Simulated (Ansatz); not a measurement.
**Ansatz run, BaTiO₃**

The input, for Ansatz 0.2.0 (plane waves, PAW):

```yaml
crystal:
  lattice:
    - [3.96141913, 0.0, 0.0]
    - [0.01065094, 3.96140924, 0.0]
    - [0.02130189, 0.02124255, 7.92277891]
  atoms:
    - { symbol: Ba, position: [0.0, 0.0, 0.0] }
    - { symbol: Ba, position: [0.0, 0.0, 0.5] }
    - { symbol: Ti, position: [0.4864, 0.4864, 0.2432] }
    - { symbol: Ti, position: [0.4864, 0.4864, 0.7432] }
    - { symbol: O, position: [0.5093, 0.5093, 0.00905] }
    - { symbol: O, position: [0.5093, 0.5093, 0.50905] }
    - { symbol: O, position: [0.0181, 0.5093, 0.25465] }
    - { symbol: O, position: [0.0181, 0.5093, 0.75465] }
    - { symbol: O, position: [0.5093, 0.0181, 0.25465] }
    - { symbol: O, position: [0.5093, 0.0181, 0.75465] }
kpoints:
  mp_grid: { grid: [5, 5, 3], shift: [0, 0, 0] }
  band_path:
    path:
      - [0.0, 0.0, 0.0]
      - [-0.5, -0.5, -1.0]
      - [-0.5, -0.49732584, -1.00534831]
      - [-0.49732589, 0.49732608, -0.99999916]
      - [9.0e-08, 2.1e-07, -0.9999994]
      - [0.0, 0.0, 0.0]
      - [7.0e-08, 0.49866325, -0.99732482]
      - [-0.49866295, 1.2e-07, -1.00267374]
      - [-0.50000003, 1.2e-07, -0.99999958]
      - [0.0, 0.0, 0.0]
    npoints: 6
magnetization:
  spin_polarized: true
scf:
  occupations: { method: fermi_dirac }
  lower_state_search: "off"
  max_iter: 200
hamiltonian:
  pseudopotentials: { kind: paw }
  xc: r2scan
basis:
  ecutwfc: 500
  fft_grid_basis: typed
output:
  forces: true
  stress: true
  eigenvalues: true
  bader: true
  populations: true
  elf: true
  write_potential: true
  volumetric_format: npy
  dos:
    e_range: [-12, 8]
    de: 0.05
    projected: { site_lists: { Ba: [Ba], O: [O], Ti: [Ti] } }
checkpoint:
  read: saved_state
```

The saved state is an earlier solution for the same cell, perhaps on another mesh. The state carries no moments; the state need not be the lowest.

Parts of the output:

```
Warning: crystal.lattice misses the space group found at crystal.symmetry.tolerance 1.0e-5 in a digit that the deck types, which is why this is a warning: making the lattice exact moves one of its numbers by a whole unit of that number's last typed decimal, or more. The operation that it misses by the most changes a squared length by the fraction 2.27e-6.
band count auto-derived: 52 (N_el = 80.0; filled up to band 40; 50 by the electrons, moments and atoms)
Pseudopotentials: kind: paw
Pseudopotential: Ba, paw, valence charge 10, recommended cutoff 500 eV (meta_gga), Ba.paw.azcp
Pseudopotential: Ti, paw, valence charge 12, recommended cutoff 500 eV (meta_gga), Ti.paw.azcp
Pseudopotential: O, paw, valence charge 6, recommended cutoff 500 eV (meta_gga), O.paw.azcp
Functional definition: r2SCAN
  exchange = r2scan_x(k0 = k0, k1 = k1, a1 = a1)
  correlation = r2scan_c
Crystal: 10 atoms, lattice volume = 124.331 Å³
Basis set: ecut = 500 eV, 3141 PW (Γ), exchange–correlation on 120×120×240 points (64 copies of the dense FFT grid, shifted against one another)
Bands: 52, of which v1, the nominal top of the filled ones, is band 40 counted from 1 (39 counted from 0)
Symmetry: 4 space group operations
Space group: R3m (ITA 160), of the structure as read, at distance tolerance 5.0e-5 Å
k-points: 24 of 75 (time reversal used)
Initial density: read from a saved state, or passed on in memory by an earlier SCF of this step, an earlier step, the calling program or the single point that the run made first
Functional: x = r2scan, c = r2scan; τ floored in thin density (d = 2e-4 eV/Å³)
SCF iter   1: F=-20367.5422 eV  Δρ=1.86e-3  dr2=1.30e-3  dr2_τ=1.58e-3  dr2_m=0.00e0  M=0.000 μB ∫|m|=0.000 μB
SCF iter   2: F=-20367.5429 eV  Δρ=1.34e-3  dr2=6.94e-4  dr2_τ=3.79e-4  dr2_m=0.00e0  M=0.000 μB ∫|m|=0.000 μB
SCF iter   3: F=-20367.5428 eV  Δρ=3.86e-4  dr2=6.30e-4  dr2_τ=2.70e-5  dr2_m=0.00e0  M=0.000 μB ∫|m|=0.000 μB
SCF iter   4: F=-20367.5432 eV  Δρ=9.23e-5  dr2=4.45e-5  dr2_τ=1.60e-6  dr2_m=0.00e0  M=0.000 μB ∫|m|=0.000 μB
SCF iter   5: F=-20367.5433 eV  Δρ=2.27e-5  dr2=1.70e-6  dr2_τ=9.41e-8  dr2_m=0.00e0  M=0.000 μB ∫|m|=0.000 μB
SCF iter   6: F=-20367.5433 eV  Δρ=5.72e-6  dr2=1.25e-7  dr2_τ=3.38e-9  dr2_m=0.00e0  M=0.000 μB ∫|m|=0.000 μB
SCF iter   7: F=-20367.5433 eV  Δρ=3.54e-6  dr2=5.68e-8  dr2_τ=1.69e-9  dr2_m=0.00e0  M=0.000 μB ∫|m|=0.000 μB
Magnetization: 0.0000 μB (40.0000 up, 40.0000 down)
Absolute magnetization: 0.0000 μB (∫|ρ↑−ρ↓|)
Spin contamination: 0.0000 ħ² per cell (⟨S²⟩ above its minimum at these occupations)
Per-site moments (μB) at R_I (Å): [(0.0, 1.1358), (0.0, 1.1358), (0.0, 0.7669), (0.0, 0.7669), (0.0, 0.7669), (0.0, 0.7669), (0.0, 0.7669), (0.0, 0.7669), (0.0, 0.7669), (0.0, 0.7669)]
Free energy (F): -20367.5433 eV
Harris-Foulkes:  -20367.5433 eV  (|F-HF|=3.91e-8)
Internal energy: -20367.5433 eV  (E = F + TS)
E sigma→0 (E₀):  -20367.5433 eV
Entropy (-TS):    0.0000 eV (-0.000 meV/atom)
Fermi energy:    11.8274 eV
--- Per-component energies (eV) ---
  E_band       = -309.1252
  E_kinetic    = 1958.5262
  E_local      = -4155.0783  (includes V_loc(G=0)·N_el)
  E_nonlocal   = 400.3534
  E_hartree    = 1635.1332
  E_xc         = -953.3311
  E_vxc        = -1212.2085  (∫ρ·V_xc dr)
  E_paw        = -13571.9673  (= ΣΔE_a)
  E_vpaw       = -644.5104  (= ΣTr[D̂ρ^β])
  E_aug_tail   = 0.0063  (compensation charges beyond the density's cutoff)
  E_vtau       = 73.5222  (kinetic-family band-sum trace: ∫τ·v_τ [+ j·A + Jᵃ·Aᵃ] dr)
  E_ewald      = -5680.6279
  E_core_change = -0.5577  (= ΣΔE_core)
  E_smearing   =  0.0000  (= −TS)
--- Forces (eV/Å), atoms counted from 1 ---
  atom   1  Ba    -0.0323    -0.0323    -0.0323
  atom   2  Ba    -0.0323    -0.0323    -0.0323
  atom   3  Ti     0.1947     0.1942     0.1898
  atom   4  Ti     0.1947     0.1942     0.1898
  atom   5  O      0.0475     0.0473    -0.2589
  atom   6  O      0.0475     0.0473    -0.2589
  atom   7  O     -0.2598     0.0507     0.0508
  atom   8  O     -0.2598     0.0507     0.0508
  atom   9  O      0.0500    -0.2600     0.0508
  atom  10  O      0.0500    -0.2600     0.0508
--- Stress (GPa, compression-positive) ---
        7.9685      -0.1545      -0.1532
       -0.1545       7.9693      -0.1528
       -0.1532      -0.1528       7.9720
  P = ⅓ Tr σ = 7.9699 GPa (79.699 kbar)
--- Löwdin populations: 10 sites ---
  site symbol       q [e]    m [muB]
     0     Ba      8.2110     0.0000
     1     Ba      8.2110     0.0000
     2     Ti     10.7301     0.0000
     3     Ti     10.7301     0.0000
     4      O      6.9060     0.0000
     5      O      6.9060     0.0000
     6      O      6.9060     0.0000
     7      O      6.9060     0.0000
     8      O      6.9060     0.0000
     9      O      6.9060     0.0000
  spilling = 0.0085 (of n_electrons = 80.0000)
--- Bader charges: 10 sites ---
  site symbol  charge [e]  shift [e]    m [muB]
     0     Ba      1.5687     0.0000     0.0000
     1     Ba      1.5687     0.0000     0.0000
     2     Ti      2.2952     0.0044     0.0000
     3     Ti      2.2952     0.0044     0.0000
     4      O     -1.2880     0.0015     0.0000
     5      O     -1.2880     0.0015     0.0000
     6      O     -1.2880     0.0015     0.0000
     7      O     -1.2880     0.0015     0.0000
     8      O     -1.2880     0.0015     0.0000
     9      O     -1.2880     0.0015     0.0000
```

Origin: a database entry at a rescaled volume. Caveats: the input typed no starting moments.
